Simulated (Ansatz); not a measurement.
**Find the missing element**

Cell vectors (Å):

```
0.0000 3.0413 3.0413
3.0413 0.0000 3.0413
3.0413 3.0413 0.0000
```

```
atom       a       b       c
   X  0.0000  0.0000  0.0000
  Se  0.7500  0.7500  0.7500
```

Level of theory: PBEsol, all-electron LAPW in Ansatz 0.2.0, scalar-relativistic. k mesh 6×6×6, strains of ±0.008, fixed occupations.

Elastic constants of a crystal by Kohn-Sham DFT: slopes of the stress over finite engineering strains of the given cell, Voigt indices, Cartesian axes as in the cell vectors.

| index | elastic (GPa) |
| --- | --- |
| 11 | 64 |
| 12 | 46.2 |
| 44 | 22.5 |

Q: All X atoms are one element. Which one was computed?

A: Cd; the crystal is CdSe (F-43m, a database entry that needn't be its stable phase).

Known limits: constants at zero field, no piezoelectric stiffening.
